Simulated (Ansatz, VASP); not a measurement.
# One calculation of InSe, two programs

```
CELL_PARAMETERS angstrom
4.22800 0.00000 0.00000
-2.11400 3.66156 0.00000
0.00000 0.00000 36.72119
ATOMIC_POSITIONS crystal
Se 0.00000 0.00000 0.42507
Se 0.00000 0.00000 0.57490
In 0.66667 0.33333 0.46111
In 0.66667 0.33333 0.53886
```

Alike in both runs: task single point; functional PBE; dispersion D3(BJ); k mesh 9 × 9 × 1; occupations gaussian, width 0.02 eV; no spin polarisation.

```csv
,VASP,Ansatz
version,VASP 6.6.1,Ansatz 0.2.0
potentials or method,"VASP PAW PBE potentials, release 64 (Se, In_d)","scalar-relativistic, plane waves, PAW"
plane-wave cutoff (eV),520,420
valence electrons in the cell,38,58
```

Ansatz gave:

| Quantity | Value |
| --- | --- |
| gap on the k mesh at the Fermi level (eV) | 1.14 |
| least direct gap on the mesh (eV) | 1.19 |
| rms of the force components (eV/Å) | 0.359 |

Task: Estimate VASP's values.

Result: gap on the k mesh at the Fermi level (eV): 1.13; least direct gap on the mesh (eV): 1.18; rms of the force components (eV/Å): 0.354.

The two sets of potentials don't hold the same shells in valence. Ansatz warned: «structure_snapped_to_symmetry».

Caveats: spin-orbit coupling is left out, which moves the levels of the heavy elements. PBE gaps usually lie below the measured ones, often by a third to a half.
